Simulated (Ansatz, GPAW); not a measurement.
LiF: PBE in single-zeta orbitals, run from Python

These are simulated results from GPAW 26.7.0, not measurements. The cell was built from a prototype and was relaxed with r2SCAN in plane waves (Ansatz 0.2.0). Not every such cell is a known phase. All runs are without spin polarisation.

Space group P6_3/mmc (No. 194), hexagonal; a = 3.280 Å, c = 4.000 Å in the conventional setting, 9.32 Å³ an atom. Li has 5 F at 1.89–2.00 Å; F has 5 Li at 1.89–2.00 Å.

The basis is minimal: single zeta, one radial function for each shell that the log's basis lists. It describes the filled bands fairly and the empty ones poorly.

run.py reads:

```python
import json
from ase import Atoms
from gpaw import GPAW, PW, FermiDirac

atoms = Atoms(['Li', 'Li', 'F', 'F'],
              cell=[[3.28008, 0.0, -0.0], [-1.64004, 2.840633, 0.0], [-0.0, 0.0, 3.999596]],
              scaled_positions=[[0.333333, 0.666667, 0.25], [0.666667, 0.333333, 0.75], [0.666667, 0.333333, 0.25], [0.333333, 0.666667, 0.75]],
              pbc=True)
calc = GPAW(mode='lcao', basis='sz(dzp)', h=0.2, xc='PBE', kpts={'size': (6, 6, 4), 'gamma': True},
            occupations=FermiDirac(0.02), maxiter=100, legacy_gpaw=True, txt='gpaw.txt')
atoms.calc = calc
res = {'energy': atoms.get_potential_energy(force_consistent=True)}
res['electrons'] = calc.get_number_of_electrons()
res['k'] = calc.get_ibz_k_points().tolist()
res['levels'] = [calc.get_eigenvalues(kpt=i).tolist() for i in range(len(res['k']))]
points = [[0.0, 0.0, 0.0], [0.5, 0.0, 0.0], [0.333333, 0.333333, 0.0], [0.0, 0.0, 0.5], [0.5, 0.0, 0.5], [0.333333, 0.333333, 0.5]]
bands = calc.fixed_density(kpts=points, symmetry='off', txt='bands.txt')
res['points'] = [bands.get_eigenvalues(kpt=i).tolist() for i in range(len(points))]
json.dump(res, open('results.json', 'w'))
print('free energy (eV):', round(res['energy'], 5))
```

Command: `python run.py`. It took 19 s on 1 thread of Arm Neoverse V1 (shared host), peak memory 0.14 GiB.

The log gpaw.txt, trimmed of paths, versions and times, then the last line on the terminal. An iter line gives the energy in eV and the logarithms of the changes of orbitals (plane waves alone) and density (c: converged):

```
___ ___ ___ _ _ _
 |   |   |_  | | | |

 | | | | | . | | | |

 |__ |  _|___|_____|  26.7.0
 |___|_|

Input parameters:
  basis: sz(dzp)
  h: 0.2
  kpts: {gamma: True,
         size: (6, 6, 4)}
  maxiter: 100
  mode: lcao
  occupations: {fixmagmom: False,
                name: fermi-dirac,
                width: 0.02}
  xc: PBE

System changes: positions, numbers, cell, pbc, initial_charges, initial_magmoms

Initialize ...

species:
  Li:
    name:    Lithium
    Z:       3.0
    valence: 1
    core:    2
    charge:  0.0  # [|e|]
    compensation charges:
      type: gauss
      rc: 0.33  # [Å]
      lmax: 2
    cutoffs:
      filter: 1.91  # [Å]
      core: 2.55  # [Å]
    projectors
    | kind |    occ | energy [eV] | rcut [Å] |

    |------|--------|-------------|----------|

    |   2s |  1.000 |      -2.874 |    1.058 |

    |   2p |  0.000 |      -1.090 |    1.058 |

    |    s |        |      24.337 |    1.058 |

    LCAO basis set for Li:
      Name: sz(dzp)
      Number of radial functions: 1
      Number of spherical harmonics: 1
        l=0, rc=10.8906 Bohr: 2s-sz confined orbital
      Number of RI-basis functions 0

  F:
    name:    Fluorine
    Z:       9.0
    valence: 7
    core:    2
    charge:  0.0  # [|e|]
    compensation charges:
      type: gauss
      rc: 0.20  # [Å]
      lmax: 2
    cutoffs:
      filter: 1.14  # [Å]
      core: 0.74  # [Å]
    projectors
    | kind |    occ | energy [eV] | rcut [Å] |

    |------|--------|-------------|----------|

    |   2s |  2.000 |     -29.898 |    0.635 |

    |   2p |  5.000 |     -11.110 |    0.635 |

    |    s |        |      -2.687 |    0.635 |

    |    p |        |      16.102 |    0.635 |

    |    d |        |       0.000 |    0.635 |

    LCAO basis set for F:
      Name: sz(dzp)
      Number of radial functions: 2
      Number of spherical harmonics: 4
        l=0, rc=3.8594 Bohr: 2s-sz confined orbital
        l=1, rc=4.8750 Bohr: 2p-sz confined orbital
      Number of RI-basis functions 0

Reference energy: -5833.737211  # eV

Spin-paired calculation

Convergence criteria:
 Maximum [total energy] change in last 3 cyles: 0.0005 eV / valence electron
 Maximum integral of absolute [dens]ity change: 0.0001 electrons / valence electron
 Maximum integral of absolute [eigenst]ate change: 4e-08 eV^2 / valence electron
 Maximum number of scf [iter]ations: 100
 (Square brackets indicate name in SCF output, whereas a 'c' in
 the SCF output indicates the quantity has converged.)

Symmetries present (total): 2

  ( 1  0  0)  (-1  0  0)
  ( 0  1  0)  ( 0 -1  0)
  ( 0  0  1)  ( 0  0 -1)

144 k-points: 6 x 6 x 4 Monkhorst-Pack grid + [1/12,1/12,1/8]
76 k-points in the irreducible part of the Brillouin zone
       k-points in crystal coordinates                weights
   0:     0.00000000    0.00000000    0.00000000          1/144
   1:     0.00000000    0.00000000    0.25000000          2/144
   2:     0.00000000    0.00000000    0.50000000          1/144
   3:     0.00000000    0.16666667   -0.25000000          2/144
   4:     0.00000000    0.16666667    0.00000000          2/144
   5:     0.00000000    0.16666667    0.25000000          2/144
   6:     0.00000000    0.16666667    0.50000000          2/144
   7:     0.00000000    0.33333333   -0.25000000          2/144
   8:     0.00000000    0.33333333    0.00000000          2/144
   9:     0.00000000    0.33333333    0.25000000          2/144
          ...
  75:     0.50000000    0.50000000    0.50000000          1/144

Wave functions: LCAO
  Diagonalizer: Serial LAPACK
  Atomic Correction: dense with blas
  Data-type: complex

Occupation numbers: Fermi-Dirac:
  width: 0.0200  # eV

Eigensolver
   LCAO using direct dense diagonalizer

Densities:
  Coarse grid: 16*16*20 grid
  Fine grid: 32*32*40 grid
  Total Charge: 0.000000

Density mixing:
  Method: separate
  Backend: msr1
  Linear mixing parameter: 0.05
  old densities: 10
  Width of damping distribution: 1.1
  Damping of long wavelength oscillations: 20

Hamiltonian:
  XC and Coulomb potentials evaluated on a 32*32*40 grid
  Using the PBE Exchange-Correlation functional
  Interpolation: tri-quintic (5. degree polynomial)
  Poisson solver: FastPoissonSolver using
    Stencil: 8*3+1=25 point O(h^6) finite-difference Laplacian
    FFT axes: [np.int64(0), np.int64(1), np.int64(2)]
    FST axes: []

XC parameters: PBE with 2 nearest neighbor stencil

Memory estimate:
  Process memory now: 108.67 MiB
  Calculator: 13.07 MiB
    Density: 9.24 MiB
      Arrays: 1.02 MiB
      Localized functions: 7.44 MiB
      Mixer: 0.78 MiB
    Hamiltonian: 1.25 MiB
      Arrays: 0.66 MiB
      XC: 0.00 MiB
      Poisson: 0.00 MiB
      vbar: 0.59 MiB
    Wavefunctions: 2.58 MiB
      C [qnM]: 0.12 MiB
      S, T [2 x qmm]: 0.23 MiB
      P [aqMi]: 0.03 MiB
      BasisFunctions: 2.21 MiB
      Eigensolver: 0.00 MiB

Total number of cores used: 1

Number of atoms: 4
Number of atomic orbitals: 10
Number of bands in calculation: 10
Number of valence electrons: 16
Bands to converge: occupied
Positions:
   0 Li    -0.000002    1.893756    0.999899    ( 0.0000,  0.0000,  0.0000)
   1 Li     1.640042    0.946877    2.999697    ( 0.0000,  0.0000,  0.0000)
   2 F      1.640042    0.946877    0.999899    ( 0.0000,  0.0000,  0.0000)
   3 F     -0.000002    1.893756    2.999697    ( 0.0000,  0.0000,  0.0000)

Unit cell:
           periodic     x           y           z      points  spacing
  1. axis:    yes    3.280080    0.000000   -0.000000    16     0.1775
  2. axis:    yes   -1.640040    2.840633    0.000000    16     0.1775
  3. axis:    yes   -0.000000    0.000000    3.999596    20     0.2000

  Lengths:   3.280080   3.280080   3.999596
  Angles:   90.000000  90.000000 119.999997

Effective grid spacing dv^(1/3) = 0.1938

iter:   1   -17.153430        c
iter:   2   -16.706696        c -0.95
iter:   3   -14.103406        c -0.98
iter:   4   -14.096612        c -2.07
iter:   5   -14.097936c       c -2.28
iter:   6   -14.097911c       c -3.23
iter:   7   -14.097910c       c -4.35c

Converged after 7 iterations.

Energy contributions relative to reference atoms: (reference = -5833.737211)

Kinetic:       +112.382209
Potential:      -96.141552
External:        +0.000000
XC:             -31.371735
Entropy (-ST):   -0.000000
Local:           +1.033168
SIC:             +0.000000
--------------------------
Free energy:    -14.097910
Extrapolated:   -14.097910

Showing only first 2 kpts
 Kpt  Band  Eigenvalues  Occupancy
  0     6      1.29013    2.00000
  0     7      1.81135    2.00000
  0     8      7.47269    0.00000
  0     9     22.03266    0.00000

  1     6      1.17616    2.00000
  1     7      1.17835    2.00000
  1     8      8.39430    0.00000
  1     9     12.98796    0.00000

Fermi level: 6.58944

Gap: 5.661 eV
Transition (v -> c):
  (s=0, k=0, n=7, [0.00, 0.00, 0.00]) -> (s=0, k=0, n=8, [0.00, 0.00, 0.00])
No difference between direct/indirect transitions

free energy (eV): -14.09791
```

The gap in the log is over the mesh alone; results.json adds the listed points. PBE in single-zeta orbitals gives a gap of 5.66 eV. On the same cell, plane-wave PBE (Ansatz, 12×12×6 k points and the special points) gives a gap of 7.82 eV and r2SCAN a gap of 8.53 eV; on shared hosts these took about 2.7 and 6.4 core-seconds on the 4-atom cell, against 19 for the script. Semilocal gaps usually lie below measured ones.
